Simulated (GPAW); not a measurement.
Runs of GPAW 26.7.0 on BeTe. Symmetry: F-43m, No. 216, cubic system. Conventional cell: a = 5.649 Å, b = 5.649 Å, c = 5.649 Å, α = 90.00°, β = 90.00°, γ = 90.00°. Around Te (site symmetry -43m) lie 4 Be at 2.45 Å. Be (site symmetry -43m) has 4 Te at 2.45 Å as nearest neighbours. 

| task | level | cell | k mesh | cutoff (eV) | smearing | response ecut | maxiter | response k mesh | response bands | kernels | mesh quality | gap on the mesh (eV) | pressure (GPa) |
| --- | --- | --- | --- | --- | --- | --- | --- | --- | --- | --- | --- | --- | --- |
| dielectric tensor | PBE | F-43m, 22.53 Å³/atom | 7 × 7 × 7 | 650 | fermi-dirac 0.001 eV | 80 eV | 150 | 21 × 21 × 21 | 24 | ["RPA"] | not flagged | (a) | - |
| single point | PBE | F-43m, 21.25 Å³/atom | 7 × 7 × 7 | 650 | fermi-dirac 0.05 eV | - | 120 | - | - | - | not flagged | 1.92 | 4.4 |
| hybrid scf | r2SCAN-X | F-43m, 21.25 Å³/atom | 3 × 3 × 3 | 600 | fermi-dirac 0.001 eV | - | 40 | - | - | - | coarse | 5.18 | - |
| single point | PBE | F-43m, 21.25 Å³/atom | 7 × 7 × 7 | 600 | fermi-dirac 0.05 eV | - | 120 | - | - | - | not flagged | 1.92 | 4.4 |

Alike in all rows: potentials or basis GPAW PAW data sets (gpaw-data 1.2.1), pw; no spin polarisation.

Task: Estimate the missing entries.

Result: (a) 2.06.

Caveats: some runs use coarse meshes; spin-orbit coupling is left out, which moves the levels of the heavy elements; an odd mesh through Γ misses points on the zone boundary, where band edges often lie; the cutoff is short for stress and forces, so pressures can be off by a GPa or more (some runs); the long-wavelength limit can be off by a per cent or two (some runs); the scaled meta-GGA exchange is a class typed in the script (some runs); the PAW data sets were made with another functional, which shifts forces and pressure a little (some runs).

A k mesh can miss the band edges, and the runs leave out spin-orbit coupling on Te.
